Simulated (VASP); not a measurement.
# Tc (P6_3/mmc) in VASP: notebook

The runs below take Tc through single point, with PBE.

Everything below comes from runs of VASP 6.6.1. Logs are shortened: lines on timing, memory, paths and dates and some standing lists are left out, and cuts for length are marked.

## 1. Starting point

It takes space group P6_3/mmc (No. 194, hexagonal). The conventional cell has a = 2.740 Å, b = 2.740 Å, c = 4.398 Å, α = 90.00°, β = 90.00°, γ = 120.00°. Tc (site symmetry -6m2) is surrounded by 12 Tc at 2.71 to 2.74 Å.

## 2. Single point, PBE

INCAR reads:

```
SYSTEM = Tc
PREC     = Accurate       ! precision mode
ENCUT    = 450            ! plane-wave cutoff, eV
EDIFF    = 1E-6           ! SCF threshold, eV
ISMEAR   = 0              ! smearing method
SIGMA    = 0.1            ! smearing width, eV
LREAL    = .False.        ! projectors in reciprocal space
LASPH    = .True.         ! aspherical terms in the spheres
NELM     = 100            ! most SCF steps
ALGO     = Normal         ! electronic algorithm
ISIF     = 2              ! what is computed and relaxed
LWAVE    = .False.        ! write WAVECAR
LCHARG   = .False.        ! write CHGCAR
GGA      = PE             ! functional
ADDGRID  = .True.
```

KPOINTS reads:

```
regular mesh
0
Gamma
  5 5 3
  0 0 0
```

POSCAR reads:

```
Tc
1.0
    2.7400000000      0.0000000000      0.0000000000
   -1.3700000000      2.3729096064      0.0000000000
    0.0000000000      0.0000000000      4.3980000000
Tc
2
Direct
    0.6666666667      0.3333333333      0.7500000000
    0.3333333333      0.6666666667      0.2500000000
```

Potentials or basis: VASP PAW PBE potentials, release 64 (Tc_pv).

The run is started by

```
> cat potpaw_PBE.64/Tc_pv/POTCAR > POTCAR
> mpirun -np 1 vasp_std > vasp.out
```

OUTCAR:

```text
SYSTEM = Tc
   PREC = Accurate
   ENCUT = 450
   EDIFF = 1E-6
   ISMEAR = 0
   LREAL = .False.
   LASPH = .True.
   NELM = 100
   ISIF = 2
   GGA = PE

 Found     10 irreducible k-points:

 Following reciprocal coordinates:
            Coordinates               Weight
  0.000000  0.000000  0.000000      1.000000
  0.200000 -0.000000  0.000000      6.000000
  0.400000 -0.000000  0.000000      6.000000
  0.200000  0.200000  0.000000      6.000000
  0.400000  0.200000  0.000000      6.000000
  0.000000  0.000000  0.333333      2.000000
   k-points           NKPTS =     10   k-points in BZ     NKDIM =     10   number of bands    NBANDS=     17
   number of dos      NEDOS =    301   number of ions     NIONS =      2
   total plane-waves  NPLWV =  12000
   dimension x,y,z NGX =    20 NGY =   20 NGZ =   30
   dimension x,y,z NGXF=    40 NGYF=   40 NGZF=   60
   ions per type =               2
   NGX,Y,Z   is equivalent  to a cutoff of  12.13, 12.13, 11.34 a.u.
   NGXF,Y,Z  is equivalent  to a cutoff of  24.27, 24.27, 22.68 a.u.
 SYSTEM =  Tc
   PREC   = accura    normal or accurate (medium, high low for compatibility)
   ISTART =      0    job   : 0-new  1-cont  2-samecut
   ICHARG =      2    charge: 1-file 2-atom 10-const
   ISPIN  =      1    spin polarized calculation?
   LNONCOLLINEAR =      F non collinear calculations
   LSORBIT =      F    spin-orbit coupling
   LASPH  =      T    aspherical Exc in radial PAW
   ENCUT  =  450.0 eV  33.07 Ry    5.75 a.u.   4.74  4.74  7.61*2*pi/ulx,y,z
   NELM   =    100;   NELMIN=  2; NELMDL= -5     # of ELM steps
   EDIFF  = 0.1E-05   stopping-criterion for ELM
   LREAL  =      F    real-space projection
   EDIFFG = 0.1E-04   stopping-criterion for IOM
   NSW    =      0    number of steps for IOM
   IBRION =     -1    ionic relax: 0-MD 1-quasi-New 2-CG
   NFREE  =      0    steps in history (QN), initial steepest desc. (CG)
   ISIF   =      2    stress and relaxation
   ISYM   =      2    0-nonsym 1-usesym 2-fastsym
   POTIM  = 0.5000    time-step for ionic-motion
   TEBEG  =    0.0;   TEEND  =   0.0 temperature during run
   PSTRESS=    0.0 pullay stress
   NELECT =      26.0000    total number of electrons
   NUPDOWN=      -1.0000    fix difference up-down
   EMIN   =  10.00;   EMAX   =-10.00  energy-range for DOS
   EFERMI =   0.00;   METHOD = LEGACY
   ISMEAR =     0;   SIGMA  =   0.10  broadening in eV -4-tet -1-fermi 0-gaus
   EFERMI_NEDOS =   21; number of points for ismear=-14 and -15
   IALGO  =     38    algorithm
   IMIX   =      4    mixing-type and parameters
     AMIX     =   0.40;   BMIX     =  1.00
     AMIX_MAG =   1.60;   BMIX_MAG =  1.00
  volume/ion in A,a.u.               =      14.30        96.48
  Fermi-wavevector in a.u.,A,eV,Ry     =   1.586002  2.997108 34.224109  2.515401
  Thomas-Fermi vector in A             =   2.685380
   LORBIT       =      0    0 simple, 1 ext, 2 COOP (PROOUT), +10 PAW based schemes
   GGA     = PE    functional components
   LHFCALC =     F    Hartree Fock is set to
   AEXX    =    0.0000 exact exchange contribution
   IVDW    =     0    specifies the selected vdW correction
   LEPSILON=     F    determine dielectric tensor
   LRPA    =     F    only Hartree local field effects (RPA)
 non-spin polarized calculation
 Gauss-broadening in eV      SIGMA  =   0.10
  energy-cutoff  :      450.00
  volume of cell :       28.59
 maximum number of plane-waves:       627
 NGX is ok and might be reduce to    20
   NGX =  9   NGY =  9   NGZ = 15

 number of electron      26.0000000 magnetization

 Free energy of the ion-electron system (eV)
  ---------------------------------------------------
  ext. energy  EPLUGINS =         0.00000000
  ---------------------------------------------------
  free energy    TOTEN  =       -20.82777776 eV

  energy without entropy =      -20.82107353  energy(sigma->0) =      -20.82442565

 E-fermi :  12.5211     XC(G=0): -13.8032

 val. band max:       12.5076226253   @ k =   0.2000  -0.0000   0.0000
 cond. band min:      12.5476259498   @ k =   0.0000   0.0000   0.0000
 fundamental gap:      0.0400033245
 Fermi energy:        12.5211065925

 k-point     1 :       0.0000    0.0000    0.0000
  band No.  band energies     occupation
      1     -26.7811      2.00000
      2     -25.6864      2.00000
      3     -25.6864      2.00000
      4     -25.5017      2.00000
      5     -25.5017      2.00000
      6     -25.4517      2.00000
[... 9 lines left out ...]
     16      14.3351      0.00000
     17      15.1980      0.00000

 k-point     2 :       0.2000   -0.0000    0.0000
  band No.  band energies     occupation
      1     -26.6281      2.00000
      2     -26.0164      2.00000
      3     -25.8339      2.00000
      4     -25.7901      2.00000
      5     -25.5506      2.00000
      6     -25.5209      2.00000
[... 9 lines left out ...]
     16      12.9618      0.00000
     17      15.6249      0.00000

 k-point     3 :       0.4000   -0.0000    0.0000
  band No.  band energies     occupation
      1     -26.5431      2.00000
      2     -26.3314      2.00000
      3     -26.2956      2.00000
      4     -25.9445      2.00000
      5     -25.7151      2.00000
      6     -25.6390      2.00000
[... 9 lines left out ...]
     16      15.9367      0.00000
     17      15.9484      0.00000

 k-point     4 :       0.2000    0.2000    0.0000
  band No.  band energies     occupation
      1     -26.3765      2.00000
      2     -26.2981      2.00000
      3     -26.2746      2.00000
      4     -25.9210      2.00000
      5     -25.7382      2.00000
      6     -25.6607      2.00000
[... 9 lines left out ...]
     16      15.5991      0.00000
     17      15.8623      0.00000

 k-point     5 :       0.4000    0.2000    0.0000
  band No.  band energies     occupation
      1     -26.5324      2.00000
      2     -26.3192      2.00000
      3     -26.1442      2.00000
      4     -26.1171      2.00000
      5     -25.8686      2.00000
      6     -25.8502      2.00000
[... 9 lines left out ...]
     16      15.5292      0.00000
     17      19.1347      0.00000

 k-point     6 :       0.0000    0.0000    0.3333
  band No.  band energies     occupation
      1     -26.4654      2.00000
      2     -25.8012      2.00000
      3     -25.6407      2.00000
      4     -25.6407      2.00000
      5     -25.5483      2.00000
      6     -25.5483      2.00000
[... 9 lines left out ...]
     16      13.7233      0.00000
     17      15.0503      0.00000

 [... further k-points ...]
[... 5 lines left out ...]
  --------------------------------------------------------------------------------------
  -------------------------------------------------------------------------------------
  Total        0.2470897      0.2470897     -0.2227345      0.0000000      0.0000000      0.0000000
  in kB       13.8445323     13.8445323    -12.4798989      0.0000000      0.0000000      0.0000000
  external PRESSURE =       5.0697219 kB  Pullay stress =       0.0000000 kB

 VOLUME and BASIS-vectors are now :
 -----------------------------------------------------------------------------
  energy-cutoff  :      450.00
  volume of cell :       28.59
      direct lattice vectors                 reciprocal lattice vectors
     2.740000000  0.000000000  0.000000000     0.364963504  0.210711777  0.000000000
    -1.370000000  2.372909606  0.000000000     0.000000000  0.421423554  0.000000000
     0.000000000  0.000000000  4.398000000     0.000000000  0.000000000  0.227376080

 POSITION                                       TOTAL-FORCE (eV/Angst)
 -----------------------------------------------------------------------------------
      1.37000      0.79097      3.29850        -0.000000      0.000000      0.000000
     -0.00000      1.58194      1.09950         0.000000     -0.000000      0.000000
 -----------------------------------------------------------------------------------
    total drift:                               -0.000000      0.000000     -0.000000

  FREE ENERGIE OF THE ION-ELECTRON SYSTEM (eV)
  ---------------------------------------------------
  free  energy   TOTEN  =       -20.8277777597 eV

  energy  without entropy=      -20.8210735347  energy(sigma->0) =      -20.82442565
```

It took 11 s on 1 thread of AMD EPYC 7R43 (Zen 3), shared host; peak memory 0.14 GiB.

These settings aren't checked as converged: the numbers below hold their error.

What came out:

```
Free energy            : -20.8278 eV
Pressure               : 0.5 GPa
Band gap on the k mesh : none (metal or under the smearing width)
```

Caveat: the k mesh is coarse (spacing up to 0.53 Å⁻¹), so the values aren't converged.

## 3. Single point, PBE

INCAR: that of step 2 with these lines changed.

```diff
@@ -7,3 +7,3 @@
 LREAL    = .False.        ! projectors in reciprocal space
-LASPH    = .True.         ! aspherical terms in the spheres
+LASPH    = .False.        ! aspherical terms in the spheres
 NELM     = 100            ! most SCF steps
@@ -14,2 +14,2 @@
 GGA      = PE             ! functional
-ADDGRID  = .True.
+ADDGRID  = .False.
```

KPOINTS is that of step 2.

POSCAR is that of step 2.

Potentials or basis: VASP PAW PBE potentials, release 64 (Tc_pv).

The run is started by

```
> cat potpaw_PBE.64/Tc_pv/POTCAR > POTCAR
> mpirun -np 1 vasp_std > vasp.out
```

It took 6.5 s on 1 thread of AMD EPYC 7R43 (Zen 3), shared host; peak memory 0.09 GiB.

The run converged, but some of its settings lie outside the range that counts as converged, so its numbers aren't taken as properties of the crystal.

What came out:

```
Free energy            : -20.8278 eV
Pressure               : 0.5 GPa
Band gap on the k mesh : none (metal or under the smearing width)
```

Caveat: the k mesh is coarse (spacing up to 0.53 Å⁻¹), so the values aren't converged.
